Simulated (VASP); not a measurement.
# SiO2 (Cristobalite) (P4_12_12) in VASP: further runs

Runs on SiO2 (Cristobalite). Level: LDA. Tasks: single point.

Program: VASP 6.6.1. These are calculated values, not measurements. Logs are shortened: lines on timing, memory, paths and dates and some standing lists are left out, and cuts for length are marked.

## 1. Starting point

It takes space group P4_12_12 (No. 92, tetragonal). Conventional cell: a = 4.982 Å, b = 4.982 Å, c = 6.963 Å, α = 90.00°, β = 90.00°, γ = 90.00°. Si (site symmetry 2) has 4 O at 1.60 to 1.61 Å as nearest neighbours. O (site symmetry 1) has 2 Si at 1.60 to 1.61 Å as nearest neighbours.

## 2. Single point, LDA

INCAR reads:

```
SYSTEM = SiO2
PREC = Accurate ; ENCUT = 520
EDIFF = 1E-7 ; ISMEAR = 0
SIGMA = 0.05 ; LREAL = .FALSE.
LASPH = .TRUE. ; NELM = 100
ALGO = Normal ; ISIF = 2
LWAVE = .FALSE. ; LCHARG = .FALSE.
GGA = CA ; ADDGRID = .FALSE.
```

KPOINTS reads:

```
Automatic mesh
0
G
  5 5 4
  0 0 0
```

POSCAR reads:

```
SiO2
1.0
    4.9820000000      0.0000000000      0.0000000000
    0.0000000000      4.9820000000      0.0000000000
    0.0000000000      0.0000000000      6.9630000000
Si O
4 8
Direct
    0.7989700000      0.2010300000      0.7500000000
    0.7010300000      0.7010300000      0.5000000000
    0.2010300000      0.7989700000      0.2500000000
    0.2989700000      0.2989700000      0.0000000000
    0.1034700000      0.2398900000      0.8218700000
    0.2601100000      0.6034700000      0.0718700000
    0.8965300000      0.7601100000      0.3218700000
    0.7398900000      0.3965300000      0.5718700000
    0.6034700000      0.2601100000      0.9281300000
    0.7601100000      0.8965300000      0.6781300000
    0.3965300000      0.7398900000      0.4281300000
    0.2398900000      0.1034700000      0.1781300000
```

Potentials or basis: VASP PAW LDA potentials, release 64 (Si, O).

Run with:

```bash
> cat potpaw_LDA.64/Si/POTCAR potpaw_LDA.64/O/POTCAR > POTCAR
> mpirun -np 1 vasp_std > vasp.out
```

OUTCAR:

```text
SYSTEM = SiO2
   PREC = Accurate
   ENCUT = 520
   EDIFF = 1E-7
   ISMEAR = 0
   LREAL = .FALSE.
   LASPH = .TRUE.
   NELM = 100
   ISIF = 2
   GGA = CA

 Found     18 irreducible k-points:

 Following reciprocal coordinates:
            Coordinates               Weight
  0.000000  0.000000  0.000000      1.000000
  0.200000  0.000000  0.000000      4.000000
  0.400000  0.000000  0.000000      4.000000
  0.200000  0.200000  0.000000      4.000000
  0.400000  0.200000  0.000000      8.000000
  0.400000  0.400000  0.000000      4.000000
   k-points           NKPTS =     18   k-points in BZ     NKDIM =     18   number of bands    NBANDS=     39
   number of dos      NEDOS =    301   number of ions     NIONS =     12
   total plane-waves  NPLWV =  86400
   dimension x,y,z NGX =    40 NGY =   40 NGZ =   54
   dimension x,y,z NGXF=    80 NGYF=   80 NGZF=  108
   ions per type =               4   8
   NGX,Y,Z   is equivalent  to a cutoff of  13.35, 13.35, 12.89 a.u.
   NGXF,Y,Z  is equivalent  to a cutoff of  26.70, 26.70, 25.79 a.u.
 SYSTEM =  SiO2
   PREC   = accura    normal or accurate (medium, high low for compatibility)
   ISTART =      0    job   : 0-new  1-cont  2-samecut
   ICHARG =      2    charge: 1-file 2-atom 10-const
   ISPIN  =      1    spin polarized calculation?
   LNONCOLLINEAR =      F non collinear calculations
   LSORBIT =      F    spin-orbit coupling
   LASPH  =      T    aspherical Exc in radial PAW
   ENCUT  =  520.0 eV  38.22 Ry    6.18 a.u.   9.26  9.26 12.95*2*pi/ulx,y,z
   NELM   =    100;   NELMIN=  2; NELMDL= -5     # of ELM steps
   EDIFF  = 0.1E-06   stopping-criterion for ELM
   LREAL  =      F    real-space projection
   EDIFFG = 0.1E-05   stopping-criterion for IOM
   NSW    =      0    number of steps for IOM
   IBRION =     -1    ionic relax: 0-MD 1-quasi-New 2-CG
   NFREE  =      0    steps in history (QN), initial steepest desc. (CG)
   ISIF   =      2    stress and relaxation
   ISYM   =      2    0-nonsym 1-usesym 2-fastsym
   POTIM  = 0.5000    time-step for ionic-motion
   TEBEG  =    0.0;   TEEND  =   0.0 temperature during run
   PSTRESS=    0.0 pullay stress
   NELECT =      64.0000    total number of electrons
   NUPDOWN=      -1.0000    fix difference up-down
   EMIN   =  10.00;   EMAX   =-10.00  energy-range for DOS
   EFERMI =   0.00;   METHOD = LEGACY
   ISMEAR =     0;   SIGMA  =   0.05  broadening in eV -4-tet -1-fermi 0-gaus
   EFERMI_NEDOS =   21; number of points for ismear=-14 and -15
   IALGO  =     38    algorithm
   IMIX   =      4    mixing-type and parameters
     AMIX     =   0.40;   BMIX     =  1.00
     AMIX_MAG =   1.60;   BMIX_MAG =  1.00
  volume/ion in A,a.u.               =      14.40        97.19
  Fermi-wavevector in a.u.,A,eV,Ry     =   1.175620  2.221599 18.804365  1.382082
  Thomas-Fermi vector in A             =   2.311997
   LORBIT       =      0    0 simple, 1 ext, 2 COOP (PROOUT), +10 PAW based schemes
   GGA     = CA    functional components
   LHFCALC =     F    Hartree Fock is set to
   AEXX    =    0.0000 exact exchange contribution
   IVDW    =     0    specifies the selected vdW correction
   LEPSILON=     F    determine dielectric tensor
   LRPA    =     F    only Hartree local field effects (RPA)
 non-spin polarized calculation
 Gauss-broadening in eV      SIGMA  =   0.05
  energy-cutoff  :      520.00
  volume of cell :      172.82
 maximum number of plane-waves:      4690
 NGX is ok and might be reduce to    40

 number of electron      63.9999998 magnetization

 Free energy of the ion-electron system (eV)
  ---------------------------------------------------
  ext. energy  EPLUGINS =         0.00000000
  ---------------------------------------------------
  free energy    TOTEN  =      -103.74616971 eV

  energy without entropy =     -103.74616971  energy(sigma->0) =     -103.74616971

 E-fermi :   0.1358     XC(G=0):  -8.9508

 val. band max:       -0.1635780707   @ k =   0.0000   0.0000   0.0000
 cond. band min:       5.3538721345   @ k =   0.0000   0.0000   0.0000
 fundamental gap:      5.5174502052
 Fermi energy:         0.1357760885

 k-point     1 :       0.0000    0.0000    0.0000
  band No.  band energies     occupation
      1     -19.4264      2.00000
      2     -18.4945      2.00000
      3     -18.4945      2.00000
      4     -17.2700      2.00000
      5     -17.2179      2.00000
      6     -17.2151      2.00000
[... 31 lines left out ...]
     38       9.2442      0.00000
     39       9.5675      0.00000

 k-point     2 :       0.2000    0.0000    0.0000
  band No.  band energies     occupation
      1     -19.3414      2.00000
      2     -18.5821      2.00000
      3     -18.3919      2.00000
      4     -17.3531      2.00000
      5     -17.2753      2.00000
      6     -17.2406      2.00000
[... 31 lines left out ...]
     38       9.4120      0.00000
     39       9.5468      0.00000

 k-point     3 :       0.4000    0.0000    0.0000
  band No.  band energies     occupation
      1     -19.1124      2.00000
      2     -18.8194      2.00000
      3     -18.1069      2.00000
      4     -17.7142      2.00000
      5     -17.2840      2.00000
      6     -17.2761      2.00000
[... 31 lines left out ...]
     38       9.2554      0.00000
     39       9.5137      0.00000

 k-point     4 :       0.2000    0.2000    0.0000
  band No.  band energies     occupation
      1     -19.2551      2.00000
      2     -18.4837      2.00000
      3     -18.4786      2.00000
      4     -17.4780      2.00000
      5     -17.2799      2.00000
      6     -17.2401      2.00000
[... 31 lines left out ...]
     38       9.2633      0.00000
     39       9.6003      0.00000

 k-point     5 :       0.4000    0.2000    0.0000
  band No.  band energies     occupation
      1     -19.0223      2.00000
      2     -18.7236      2.00000
      3     -18.2015      2.00000
      4     -17.8194      2.00000
      5     -17.2865      2.00000
      6     -17.2767      2.00000
[... 31 lines left out ...]
     38       9.3988      0.00000
     39       9.5915      0.00000

 k-point     6 :       0.4000    0.4000    0.0000
  band No.  band energies     occupation
      1     -18.7779      2.00000
      2     -18.4673      2.00000
      3     -18.4541      2.00000
      4     -18.1115      2.00000
      5     -17.2894      2.00000
      6     -17.2803      2.00000
[... 31 lines left out ...]
     38       9.4757      0.00000
     39       9.6645      0.00000

 [... further k-points ...]
[... 5 lines left out ...]
  --------------------------------------------------------------------------------------
  -------------------------------------------------------------------------------------
  Total        0.4471347      0.4471347      0.9839276      0.0000000      0.0000000     -0.0000000
  in kB        4.1451965      4.1451965      9.1215761      0.0000000      0.0000000     -0.0000000
  external PRESSURE =       5.8039897 kB  Pullay stress =       0.0000000 kB

 VOLUME and BASIS-vectors are now :
 -----------------------------------------------------------------------------
  energy-cutoff  :      520.00
  volume of cell :      172.82
      direct lattice vectors                 reciprocal lattice vectors
     4.982000000  0.000000000  0.000000000     0.200722601  0.000000000  0.000000000
     0.000000000  4.982000000  0.000000000     0.000000000  0.200722601  0.000000000
     0.000000000  0.000000000  6.963000000     0.000000000  0.000000000  0.143616257

 POSITION                                       TOTAL-FORCE (eV/Angst)
 -----------------------------------------------------------------------------------
      3.98047      1.00153      5.22225         0.128700     -0.128700     -0.000000
      3.49253      3.49253      3.48150        -0.128700     -0.128700      0.000000
      1.00153      3.98047      1.74075        -0.128700      0.128700      0.000000
      1.48947      1.48947      0.00000         0.128700      0.128700      0.000000
      0.51549      1.19513      5.72268        -0.086455     -0.043623     -0.114764
      1.29587      3.00649      0.50043         0.043623     -0.086455     -0.114764
      4.46651      3.78687      2.24118         0.086455      0.043623     -0.114764
      3.68613      1.97551      3.98193        -0.043623      0.086455     -0.114764
      3.00649      1.29587      6.46257        -0.086455      0.043623      0.114764
      3.78687      4.46651      4.72182         0.043623      0.086455      0.114764
      1.97551      3.68613      2.98107         0.086455     -0.043623      0.114764
      1.19513      0.51549      1.24032        -0.043623     -0.086455      0.114764
 -----------------------------------------------------------------------------------
    total drift:                                0.000000     -0.000000     -0.000000

  FREE ENERGIE OF THE ION-ELECTRON SYSTEM (eV)
  ---------------------------------------------------
  free  energy   TOTEN  =      -103.7461697056 eV

  energy  without entropy=     -103.7461697056  energy(sigma->0) =     -103.74616971
```

Run time: 2.2 min. Hardware: 1 thread of Intel Xeon Platinum 8375C at 2.90GHz (Ice Lake), shared host; peak memory 0.25 GiB.

The run converged, but some of its settings lie outside the range that counts as converged, so its numbers aren't taken as properties of the crystal.

What came out:

```
Free energy            : -103.7462 eV
Pressure               : 0.6 GPa
Largest force          : 0.182 eV/Å
Band gap on the k mesh : 5.52 eV, direct
```

Caveat: an odd mesh through Γ misses points on the zone boundary, where band edges often lie.

## 3. Single point, LDA

Edit INCAR of step 2 so:

```diff
@@ -1,3 +1,3 @@
 SYSTEM = SiO2
-PREC = Accurate ; ENCUT = 520
+PREC = Accurate ; ENCUT = 650
 EDIFF = 1E-7 ; ISMEAR = 0
```

KPOINTS reads:

```
Automatic mesh
0
G
  6 6 4
  0 0 0
```

POSCAR is that of step 2.

Potentials or basis: VASP PAW LDA potentials, release 64 (Si, O).

Run with:

```bash
> cat potpaw_LDA.64/Si/POTCAR potpaw_LDA.64/O/POTCAR > POTCAR
> mpirun -np 1 vasp_std > vasp.out
```

OUTCAR:

```text
SYSTEM = SiO2
   PREC = Accurate
   ENCUT = 650
   EDIFF = 1E-7
   ISMEAR = 0
   LREAL = .FALSE.
   LASPH = .TRUE.
   NELM = 100
   ISIF = 2
   GGA = CA

 Found     30 irreducible k-points:

 Following reciprocal coordinates:
            Coordinates               Weight
  0.000000  0.000000  0.000000      1.000000
  0.166667  0.000000  0.000000      4.000000
  0.333333  0.000000  0.000000      4.000000
  0.500000  0.000000  0.000000      2.000000
  0.166667  0.166667  0.000000      4.000000
  0.333333  0.166667  0.000000      8.000000
   k-points           NKPTS =     30   k-points in BZ     NKDIM =     30   number of bands    NBANDS=     39
   number of dos      NEDOS =    301   number of ions     NIONS =     12
   total plane-waves  NPLWV = 105840
   dimension x,y,z NGX =    42 NGY =   42 NGZ =   60
   dimension x,y,z NGXF=    84 NGYF=   84 NGZF=  120
   ions per type =               4   8
   NGX,Y,Z   is equivalent  to a cutoff of  14.02, 14.02, 14.33 a.u.
   NGXF,Y,Z  is equivalent  to a cutoff of  28.03, 28.03, 28.65 a.u.
 SYSTEM =  SiO2
   PREC   = accura    normal or accurate (medium, high low for compatibility)
   ISTART =      0    job   : 0-new  1-cont  2-samecut
   ICHARG =      2    charge: 1-file 2-atom 10-const
   ISPIN  =      1    spin polarized calculation?
   LNONCOLLINEAR =      F non collinear calculations
   LSORBIT =      F    spin-orbit coupling
   LASPH  =      T    aspherical Exc in radial PAW
   ENCUT  =  650.0 eV  47.77 Ry    6.91 a.u.  10.36 10.36 14.47*2*pi/ulx,y,z
   NELM   =    100;   NELMIN=  2; NELMDL= -5     # of ELM steps
   EDIFF  = 0.1E-06   stopping-criterion for ELM
   LREAL  =      F    real-space projection
   EDIFFG = 0.1E-05   stopping-criterion for IOM
   NSW    =      0    number of steps for IOM
   IBRION =     -1    ionic relax: 0-MD 1-quasi-New 2-CG
   NFREE  =      0    steps in history (QN), initial steepest desc. (CG)
   ISIF   =      2    stress and relaxation
   ISYM   =      2    0-nonsym 1-usesym 2-fastsym
   POTIM  = 0.5000    time-step for ionic-motion
   TEBEG  =    0.0;   TEEND  =   0.0 temperature during run
   PSTRESS=    0.0 pullay stress
   NELECT =      64.0000    total number of electrons
[... 16 lines left out ...]
   IVDW    =     0    specifies the selected vdW correction
   LEPSILON=     F    determine dielectric tensor
   LRPA    =     F    only Hartree local field effects (RPA)
 non-spin polarized calculation
 Gauss-broadening in eV      SIGMA  =   0.05
  energy-cutoff  :      650.00
  volume of cell :      172.82
 maximum number of plane-waves:      6548
 NGX is ok and might be reduce to    42

 number of electron      63.9999999 magnetization

 Free energy of the ion-electron system (eV)
  ---------------------------------------------------
  ext. energy  EPLUGINS =         0.00000000
  ---------------------------------------------------
  free energy    TOTEN  =      -103.80556050 eV

  energy without entropy =     -103.80556050  energy(sigma->0) =     -103.80556050

 E-fermi :   0.0337     XC(G=0):  -8.9503

 val. band max:       -0.1680971962   @ k =   0.0000   0.0000   0.0000
 cond. band min:       5.3526642087   @ k =   0.0000   0.0000   0.0000
 fundamental gap:      5.5207614049
 Fermi energy:         0.0337127409

 k-point     1 :       0.0000    0.0000    0.0000
  band No.  band energies     occupation
      1     -19.4282      2.00000
      2     -18.4965      2.00000
      3     -18.4965      2.00000
      4     -17.2723      2.00000
      5     -17.2202      2.00000
      6     -17.2176      2.00000
[... 241 lines left out ...]
     38       9.2695      0.00000
     39       9.6185      0.00000

 [... further k-points ...]
[... 5 lines left out ...]
  --------------------------------------------------------------------------------------
  -------------------------------------------------------------------------------------
  Total        0.0891677      0.0891677      0.6195772      0.0000000      0.0000000      0.0000000
  in kB        0.8266359      0.8266359      5.7438374      0.0000000      0.0000000      0.0000000
  external PRESSURE =       2.4657031 kB  Pullay stress =       0.0000000 kB

 VOLUME and BASIS-vectors are now :
 -----------------------------------------------------------------------------
  energy-cutoff  :      650.00
  volume of cell :      172.82
      direct lattice vectors                 reciprocal lattice vectors
     4.982000000  0.000000000  0.000000000     0.200722601  0.000000000  0.000000000
     0.000000000  4.982000000  0.000000000     0.000000000  0.200722601  0.000000000
     0.000000000  0.000000000  6.963000000     0.000000000  0.000000000  0.143616257

 POSITION                                       TOTAL-FORCE (eV/Angst)
 -----------------------------------------------------------------------------------
      3.98047      1.00153      5.22225         0.128994     -0.128994     -0.000000
      3.49253      3.49253      3.48150        -0.128994     -0.128994     -0.000000
      1.00153      3.98047      1.74075        -0.128994      0.128994     -0.000000
      1.48947      1.48947      0.00000         0.128994      0.128994     -0.000000
      0.51549      1.19513      5.72268        -0.090569     -0.043003     -0.108953
      1.29587      3.00649      0.50043         0.043003     -0.090569     -0.108953
      4.46651      3.78687      2.24118         0.090569      0.043003     -0.108953
      3.68613      1.97551      3.98193        -0.043003      0.090569     -0.108953
      3.00649      1.29587      6.46257        -0.090569      0.043003      0.108953
      3.78687      4.46651      4.72182         0.043003      0.090569      0.108953
      1.97551      3.68613      2.98107         0.090569     -0.043003      0.108953
      1.19513      0.51549      1.24032        -0.043003     -0.090569      0.108953
 -----------------------------------------------------------------------------------
    total drift:                               -0.000000      0.000000      0.000000

  FREE ENERGIE OF THE ION-ELECTRON SYSTEM (eV)
  ---------------------------------------------------
  free  energy   TOTEN  =      -103.8055605037 eV

  energy  without entropy=     -103.8055605037  energy(sigma->0) =     -103.80556050
```

stdout:

```text
POSCAR found type information on POSCAR SiO
 POSCAR found :  2 types and      12 ions
 scaLAPACK will be used
 LDA part: xc-table for (Slater(with rela. corr.)+CA(PZ))
 , standard interpolation
 POSCAR, INCAR and KPOINTS ok, starting setup
 FFT: planning ... GRIDC
 FFT: planning ... GRID_SOFT
 FFT: planning ... GRID
 WAVECAR not read
 entering main loop
```

It took 4.5 min on 1 thread of Intel Xeon Platinum 8375C at 2.90GHz (Ice Lake), shared host; peak memory 0.37 GiB.

These settings aren't checked as converged: the numbers below hold their error.

Results:

```
Free energy            : -103.8056 eV
Pressure               : 0.2 GPa
Largest force          : 0.182 eV/Å
Band gap on the k mesh : 5.52 eV, direct
```

## 4. Single point, LDA

Edit INCAR of step 3 so:

```diff
@@ -1,3 +1,3 @@
 SYSTEM = SiO2
-PREC = Accurate ; ENCUT = 650
+PREC = Accurate ; ENCUT = 900
 EDIFF = 1E-7 ; ISMEAR = 0
```

KPOINTS is that of step 3.

POSCAR is that of step 3.

Run with:

```bash
> cat potpaw_LDA.64/Si/POTCAR potpaw_LDA.64/O/POTCAR > POTCAR
> mpirun -np 1 vasp_std > vasp.out
```

Wall time 11 min (1 thread of Intel Xeon Platinum 8375C at 2.90GHz (Ice Lake), shared host); peak memory 0.53 GiB.

The run converged, but some of its settings lie outside the range that counts as converged, so its numbers aren't taken as properties of the crystal.

What came out:

```yaml
Free_energy: -103.8393 eV
Pressure: 0.6 GPa
Largest_force: 0.183 eV/Å
Band_gap_on_the_k_mesh: 5.52 eV, direct
```

## 5. For comparison

An earlier run on the cell as given: functional PBE; potentials or basis VASP PAW PBE potentials, release 64 (Si, O); cutoff 520 eV; k mesh 6 × 6 × 4; occupations fermi-dirac, width 0.05 eV; no spin polarisation.

- Pressure: 6.4 GPa
- Largest force: 0.405 eV/Å
- Band gap on the k mesh: 5.76 eV, direct
